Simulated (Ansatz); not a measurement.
Crystal: PbSe (Clausthalite).

```
Pb Se
1.0
     0.00000    3.06065    3.06065
     3.06065    0.00000    3.06065
     3.06065    3.06065    0.00000
Pb Se
1 1
Direct
  0.00000 0.00000 0.00000
  0.50000 0.50000 0.50000
```

Base run:

| Property | Result |
| --- | --- |
| Program | Ansatz 0.2.0 |
| Functional | PBEsol |
| Potentials or basis | all-electron PAW datasets made for the crystal |
| Cutoff | 240 eV (chosen from the basis error) |
| k mesh | 8 × 8 × 8 |
| Occupations | fermi-dirac, width 0.05 eV |
| Spin | no spin polarisation |

Its results: band gap on the k mesh 0.20 eV, direct; pressure -0.5 GPa.

Task: After a change of settings the same cell gave: band gap on the k mesh 0.50 eV, direct; pressure 0.8 GPa. Which change was it?
A. potentials or basis from all-electron PAW datasets made for the crystal to all-electron LAPW, scalar-relativistic; cutoff from 240 eV (chosen from the basis error) to 188 eV (chosen from the basis error); k mesh from 8 × 8 × 8 to 6 × 6 × 6
B. potentials or basis from all-electron PAW datasets made for the crystal to all-electron LAPW, inner shells corrected to Dirac's equation; cutoff from 240 eV (chosen from the basis error) to 188 eV (chosen from the basis error)
C. potentials or basis from all-electron PAW datasets made for the crystal to all-electron LAPW, scalar-relativistic; cutoff from 240 eV (chosen from the basis error) to 188 eV (chosen from the basis error)
D. potentials or basis from all-electron PAW datasets made for the crystal to all-electron LAPW, non-relativistic; cutoff from 240 eV (chosen from the basis error) to 187 eV (chosen from the basis error)

Result: D.

Caveats: spin-orbit coupling is left out, which as a rule narrows the gap of such compounds by several tenths of an eV; relativity is left out, which matters for the heavier elements (some runs); the mesh misses the band edges, which the band path finds closer together (some runs).

The runs don't all hold the same shells in valence.
